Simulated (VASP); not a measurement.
Write the native input for VASP 6.6.1 that does the following.

| Quantity | Value |
| --- | --- |
| Task | band structure |
| Functional | PBE |
| Potentials or basis | VASP PAW PBE potentials, release 64 (Cu_sv_GW, O_GW) |
| Cutoff | 600 eV |
| k mesh | 10 × 10 × 5 |
| Occupations | fermi-dirac, width 0.05 eV |
| Spin | no spin polarisation |
| Further INCAR settings | ALGO = Fast; EDIFF = 1e-07 |

The system is CuO (Tenorite).

```
Cu O
1.0
     2.34465   -1.71340    0.00000
     2.34465    1.71340    0.00000
    -0.86055    0.00000    5.05944
Cu O
2 2
Cartesian
  0.7420 -0.8457 2.5297
  1.1723 0.8457 0.0000
  1.6421 0.2841 3.8133
  2.0724 -0.2841 1.2836
```

These files were run (other wordings do the same):

POSCAR

```
CuO
1.0
    2.3446500000     -1.7134000000      0.0000000000
    2.3446500000      1.7134000000      0.0000000000
   -0.8605543552      0.0000000000      5.0594363927
Cu O
2 2
Direct
    0.4968000000      0.0032000000      0.5000000000
    0.0032000000      0.4968000000      0.0000000000
    0.4056000000      0.5714000000      0.7537000000
    0.5714000000      0.4056000000      0.2537000000
```

INCAR.step1

```
SYSTEM = CuO
ALGO = Fast
EDIFF = 1E-7
ENCUT = 600
GGA = PE
ISIF = 2
ISMEAR = -1
LASPH = .True.
LCHARG = .True.
LMAXMIX = 4
LREAL = .False.
LWAVE = .False.
NELM = 60
PREC = Accurate
SIGMA = 0.05
```

KPOINTS.step1

```
k-points
0
Gamma
  10 10 5
  0 0 0
```

INCAR.step2

```
SYSTEM = CuO
ALGO = Fast
EDIFF = 1E-7
ENCUT = 600
GGA = PE
ICHARG = 11
ISIF = 2
ISMEAR = 0
LASPH = .True.
LCHARG = .False.
LMAXMIX = 4
LREAL = .False.
LWAVE = .False.
NELM = 60
PREC = Accurate
SIGMA = 0.05
```

KPOINTS.step2

```
path GYFLI,I1ZF1,YX1,XGN,MG
10
line-mode
reciprocal
 0.0000000000  0.0000000000  0.0000000000  G
-0.5000000000 -0.5000000000  0.0000000000  Y

-0.5000000000 -0.5000000000  0.0000000000  Y
-0.5249462874 -0.5249462874  0.3256415493  F

-0.5249462874 -0.5249462874  0.3256415493  F
-0.5000000000 -0.5000000000  0.5000000000  L

-0.5000000000 -0.5000000000  0.5000000000  L
-0.6336780905 -0.3663219095  0.5000000000  I

-0.3663219095  0.3663219095  0.5000000000  I1
 0.0000000000  0.0000000000  0.5000000000  Z

 0.0000000000  0.0000000000  0.5000000000  Z
-0.4750537126 -0.4750537126  0.6743584507  F1

-0.5000000000 -0.5000000000  0.0000000000  Y
-0.6126314136 -0.3873685864  0.0000000000  X1

-0.3873685864  0.3873685864  0.0000000000  X
 0.0000000000  0.0000000000  0.0000000000  G

 0.0000000000  0.0000000000  0.0000000000  G
-0.5000000000  0.0000000000  0.0000000000  N

-0.5000000000  0.0000000000  0.5000000000  M
 0.0000000000  0.0000000000  0.0000000000  G
```

Potentials or basis: VASP PAW PBE potentials, release 64 (Cu_sv_GW, O_GW).

The run is started by

```console
$ cat potpaw_PBE.64/Cu_sv_GW/POTCAR potpaw_PBE.64/O_GW/POTCAR > POTCAR
$ cp INCAR.step1 INCAR
$ cp KPOINTS.step1 KPOINTS
$ mpirun -np 1 vasp_std > vasp.out
$ cp INCAR.step2 INCAR
$ cp KPOINTS.step2 KPOINTS
$ mpirun -np 1 vasp_std > vasp.out
```

Results of the run:

* Band gap along the path: none (metal or under the smearing width)

Caveat: the log is that of the step along the path at fixed density, whose energy, stress, charges and moments have no meaning; the run has no spin polarisation, though such a crystal can be magnetic; semilocal functionals often make such compounds metallic where correlation or magnetic order opens a gap, which also shifts bond lengths.

Run time: 5.2 min on 1 thread of Intel(R) Xeon(R) 6975P-C (Granite Rapids) (shared host), peak memory 0.32 GiB.
